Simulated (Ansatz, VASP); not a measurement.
# One calculation of MgO, two programs

The input INCAR:

```
PREC = Accurate ; ENCUT = 520
EDIFF = 1E-6 ; ISMEAR = 0
SIGMA = 0.05 ; LREAL = False
LASPH = True ; NELM = 100
ALGO = Normal ; ISIF = 2
LWAVE = False ; LCHARG = True
GGA = PS ; LELF = True
LVHAR = True ; NBANDS = 11
```

KPOINTS

```
Automatic mesh
0
Gamma
  10 10 10
```

Contents of POSCAR:

```
MgO
1.0
    0.0000000000      2.1351500000      2.1351500000
    2.0710955000      0.0000000000      2.1351500000
    2.0710955000      2.1351500000      0.0000000000
Mg O
1 1
Direct
    0.0000000000      0.0000000000      0.0000000000
    0.5000000000      0.5000000000      0.5000000000
```

Input for Ansatz:

```yaml
crystal:
  lattice:
    - [0.0, 2.13515, 2.13515]
    - [2.0710955, 0.0, 2.13515]
    - [2.0710955, 2.13515, 0.0]
  atoms:
    - { symbol: Mg, position: [0.0, 0.0, 0.0] }
    - { symbol: O, position: [0.5, 0.5, 0.5] }
basis:
  ecutwfc: 420
kpoints:
  mp_grid: { grid: [10, 10, 10] }
hamiltonian:
  xc: pbesol
scf:
  occupations: { method: gaussian, width: 0.05 }
output:
  forces: true
  stress: true
  eigenvalues: true
```

Change from the starting cell: strain -0.0300 x Voigt [1, 0, 0, 0, 0, 0], atoms carried along.

Alike in both runs: task single point; functional PBEsol; k mesh 10 × 10 × 10; occupations gaussian, width 0.05 eV; no spin polarisation.

```csv
,VASP,Ansatz
version,VASP 6.6.1,Ansatz 0.2.0
potentials or method,"VASP PAW PBE potentials, release 64 (Mg, O)","scalar-relativistic, plane waves, PAW"
plane-wave cutoff (eV),520,420
valence electrons in the cell,8,16
```

|  | VASP | Ansatz | Ansatz less VASP |
| --- | --- | --- | --- |
| gap on the k mesh at the Fermi level (eV) | 4.50 | 4.50 | 0.000 |
| least direct gap on the mesh (eV) | 4.50 | 4.50 | 0.000 |
| pressure (GPa) | -1.7 | -1.1 | +0.53 |
| largest component of the traceless stress (GPa) | 4.17 | 4.14 | -0.026 |

The functional is the same, so the differences come from potentials, cutoffs and numerics. The two sets of potentials don't hold the same shells in valence.

Caveats: the PAW data sets were made with another functional, which shifts forces and pressure a little (VASP).
